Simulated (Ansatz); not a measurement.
Runs of Ansatz 0.2.0 on Rh. The structure is cubic, space group Fm-3m (No. 225). The conventional cell has a = 3.796 Å, b = 3.796 Å, c = 3.796 Å, α = 90.00°, β = 90.00°, γ = 90.00°. Rh (site symmetry m-3m) is surrounded by 12 Rh at 2.68 Å. 

```csv
task,level,potentials or basis,spin,U,cell,cutoff (eV),smearing,driver,hubbard projectors,double counting,points for each segment of the path,other keys,gap on the mesh (eV),pressure (GPa)
ladder of functionals,PBEsol+D3(BJ),JTH PAW,off,-,as given,2100,methfessel-paxton 0.15 eV,chain,-,-,-,hamiltonian.xc = pbesol; accuracy = medium; scf.n_extra_bands = 1,none,-11.3
projected density of states,PBEsol+D3(BJ)-ATM+U,Ansatz PAW,"SOC, no magnetisation",Rh d U = 5 eV,as given,420,tetrahedron,-,ortho-atomic (the default),fll (the default),-,-,none,-7.9
projected density of states,PBEsol+D3(BJ)+ATM+U,Ansatz PAW,"SOC, no magnetisation",Rh d U = 5 eV,as given,420,tetrahedron,chain,ortho-atomic (the default),fll (the default),-,-,none,-7.9
Wannier functions,PBEsol,Ansatz PAW,"SOC, no magnetisation",-,volume scaled by 0.88,420,cold 0.025 eV,chain,-,-,-,-,none,-
band structure,BLYP+D4,as the typed override names,off,-,as given,540,fermi-dirac 0.15 eV,chain,-,-,14,"hamiltonian.pseudopotentials = kind paw, source ansatz",none,(a)
```

Alike in all rows: k mesh 12 × 12 × 12.

**Question.** Fill in the values left out.

**Answer.** (a) 3.4.

Caveats: pairwise dispersion overbinds metals, which lowers pressure and volume (some runs); U without spin polarisation on a metal has little footing (some runs); the U is typed as a test and isn't derived for this compound (some runs); with tetrahedron occupations forces and stress needn't match the slope of the energy (some runs); the PAW data sets come from PBE, with cores solved anew for the run's functional, which leaves a small shift of forces and pressure (some runs); some levels weren't fully converged (some runs); the potentials were made for another functional, which shifts forces and pressure (some runs).

A k mesh can miss the band edges, and rows without SOC leave out spin-orbit coupling on Rh.

A gap of «none» marks a metal or a gap under the smearing width.

Runs at the PBE level aren't shown here.
